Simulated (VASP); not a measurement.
**H3Rh: relaxation of the atoms with LDA**

H3Rh:

```
H Rh
1.0
     3.32546    0.00000    0.00000
     0.00000    3.32546    0.00000
     0.00000    0.00000    3.32546
H Rh
3 1
Direct
  0.00000 0.50000 0.50000
  0.50000 0.00000 0.50000
  0.50000 0.50000 0.00000
  0.50000 0.50000 0.50000
```

The cell was built by a generator and needn't be a form met in nature.

* Program: VASP 6.6.1
* Task: relaxation of the atoms
* Functional: LDA
* Potentials or basis: VASP PAW LDA potentials, release 64 (H, Rh_pv)
* Cutoff: 520 eV
* k mesh: 8 × 8 × 8
* Occupations: gaussian, width 0.05 eV
* Spin: no spin polarisation
* Further INCAR settings: ALGO = Fast; EDIFF = 1e-06; IBRION = 2; EDIFFG = -0.01; NSW = 60

| Item | Value |
| --- | --- |
| Pressure after relaxing | -4.9 GPa |
| Band gap on the k mesh | none (metal or under the smearing width) |

Final structure:
```cif
data_structure
_symmetry_space_group_name_H-M 'P 1'
_symmetry_Int_Tables_number 1
_cell_length_a 3.3255
_cell_length_b 3.3255
_cell_length_c 3.3255
_cell_angle_alpha 90.000
_cell_angle_beta 90.000
_cell_angle_gamma 90.000
_cell_volume 36.78
loop_
_atom_site_label
_atom_site_type_symbol
_atom_site_fract_x
_atom_site_fract_y
_atom_site_fract_z
_atom_site_occupancy
H1 H 0.00000 0.50000 0.50000 1
H2 H 0.50000 0.00000 0.50000 1
H3 H 0.50000 0.50000 0.00000 1
Rh1 Rh 0.50000 0.50000 0.50000 1
```

Levels at points of the mesh, in eV from the Fermi level:
```
           k point  band 5  band 6  band 7  band 8  band 9  band 10  band 11  band 12  band 13
(0.00, 0.00, 0.00)   -5.56   -5.56    0.00    0.00    0.00    10.07    10.07    10.07    10.54
(0.50, 0.00, 0.00)   -5.41   -2.38   -0.62   -0.62    0.05     0.74     8.97    11.04    12.89
(0.50, 0.50, 0.00)   -1.82   -1.41   -1.41   -0.53   -0.53    -0.46     2.96     8.80    12.03
(0.50, 0.50, 0.50)   -1.55   -1.55   -0.63   -0.63   -0.63    -0.43    -0.43     7.75    10.24
```

It took 9.7 s on 1 thread of Intel(R) Xeon(R) Platinum 8488C (Sapphire Rapids) (shared host), peak memory 0.14 GiB.

Caveat: the relaxation stopped at its first step, so nothing moved.
